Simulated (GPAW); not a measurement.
A run of GPAW 26.7.0:

run.py

```python
from ase.filters import FrechetCellFilter
from ase.io import read, write
from ase.optimize import BFGS
from gpaw import GPAW, PW

atoms = read('Al.xyz')

calc = GPAW(mode=PW(600),
            xc='RPBE',
            kpts={'size': (11, 11, 11), 'gamma': True},
            occupations={'name': 'fermi-dirac', 'width': 0.05},
            nbands=7,
            convergence={'density': 1e-05, 'forces': 0.0001},
            maxiter=150,
            txt='gpaw.txt')
atoms.calc = calc
opt = BFGS(FrechetCellFilter(atoms), trajectory='relax.traj', logfile='-')
done = opt.run(fmax=0.05, steps=60)
calc.write('gs.gpw')
write('result.traj', atoms)
print('Converged:', done)
print('Cell:', atoms.cell.cellpar().round(4))
print('Volume:', round(atoms.get_volume(), 4))
print(atoms.get_scaled_positions().round(5))
```

Al.xyz

```xyz
1
Lattice="0.0000000000 2.0248050000 2.0248050000 2.0248050000 0.0000000000 2.0248050000 2.0248050000 2.0248050000 0.0000000000" Properties=species:S:1:pos:R:3 pbc="T T T"
Al     0.0000000000      0.0000000000      0.0000000000
```

Potentials or basis: the program's PAW data sets (release 1.2.1) made for this functional, pw.

Run with:

```console
$ OMP_NUM_THREADS=1 python run.py
```

Hardware: 1 thread of Arm Neoverse V1 (shared host).

Q: Estimate the wall time of this run.

A: Run time: 17 s on 1 thread of Arm Neoverse V1, with other jobs on the host, peak memory 0.14 GiB. Counts: scf iterations 25, plane waves 564, bands 7, k points 56, ion steps 3.
